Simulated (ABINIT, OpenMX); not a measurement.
Zr: 7 runs at one level of theory

```xyz
2
Lattice="3.2320 0.0000 0.0000 -1.6160 2.7990 0.0000 0.0000 0.0000 5.1470" Properties=species:S:1:pos:R:3 pbc="T T T"
Zr    1.6160    0.9330    3.8603
Zr    0.0000    1.8660    1.2868
```

Alike in all runs: task band structure; functional PBE; k mesh 9 × 9 × 5; occupations fermi-dirac, width 0.05 eV; no spin polarisation; no spin-orbit coupling. Pressure is positive in compression and, in plane waves, holds the error of the finite cutoff.

```
                                         program and potentials  plane-wave cutoff (eV)         notes  pressure (GPa)
  OpenMX, OpenMX 2013 PBE set, Zr7.0-s3p2d2, grid cutoff 400 Ry                       -  atomic basis            1.39
                                       ABINIT, JTH PAW PBE v2.0                     463             -            0.41
                    ABINIT, PseudoDojo NC SR PBE v0.5 stringent                     898             -            0.55
                                          ABINIT, Ansatz NC PBE                     898             -            0.49
                                       ABINIT, SG15 NC PBE v1.2                     707             -            0.42
OpenMX, OpenMX 2013 PBE set, Zr7.0-s3p2d2f1, grid cutoff 400 Ry                       -  atomic basis            0.71
                                       ABINIT, SPMS NC PBE v1.0                     490             -            0.60
```

The pressure spans 0.41 (ABINIT, JTH PAW PBE v2.0) to 1.39 GPa (OpenMX, OpenMX 2013 PBE set, Zr7.0-s3p2d2, grid cutoff 400 Ry). Rows in atomic bases carry the error of their basis and grid, which can be large.

Differences between rows come from potentials, basis sets and numerical settings, since the functional is the same but for its coding. Runs on potential files found faulty are left out.

All seven runs put this hcp cell under slight compression, so each setup would favour a somewhat larger volume. Against the stiffness of zirconium the pressures are small, and the implied changes in lattice parameters are slight.

The clearest effect is that of the f function in the atomic basis: adding it lowers the pressure from 1.39 to 0.71 GPa, close to the plane-wave results. Cohesion in zirconium rests largely on partly filled, directional 4d states, and f functions let these polarise towards neighbouring atoms. Without them the bonding is probably described as too weak, which favours a larger volume. The high value therefore says more about missing angular flexibility than about the metal.

The plane-wave runs lie between 0.41 and 0.60 GPa and don't separate by formalism, as the PAW value nearly coincides with the norm-conserving SG15 one. Nor does the pressure follow the cutoff, which is unsurprising for potentials of different hardness. A pressure alone leaves open whether the axial ratio is at its optimum, since stresses along a and c can partly cancel.
